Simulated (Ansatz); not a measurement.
The system is TaN.

```
CELL_PARAMETERS angstrom
2.93800 0.00000 0.00000
-1.46900 2.54438 0.00000
0.00000 0.00000 2.88300
ATOMIC_POSITIONS crystal
Ta 0.00000 0.00000 0.50000
N 0.66667 0.33333 0.00000
```

Base run:

| Property | Result |
| --- | --- |
| Program | Ansatz 0.2.0 |
| Functional | PBEsol |
| Potentials or basis | all-electron LAPW, scalar-relativistic |
| Cutoff | 350 eV |
| Density cutoff | 1399 eV |
| Basis error allowed | 0.001 eV/atom |
| k mesh | 10 × 10 × 9 |
| Occupations | fermi-dirac, width 0.05 eV |
| Spin | no spin polarisation |
| Hubbard terms | Ta d U = 2 eV |

Its results: pressure -3.1 GPa.

**Question.** The run is repeated on the same cell with these changes: functional from PBEsol to LDA; hubbard terms from Ta d U = 2 eV to none. What comes out?

**Answer.** Pressure -11.5 GPa.

Several settings changed at once, so the effect can't be laid on one alone.

Caveats: U is the effective U less J, on atomic orbitals that reach past the spheres (some runs); U without spin polarisation on a metal has little footing (some runs).

Not every run made on this cell is shown here.
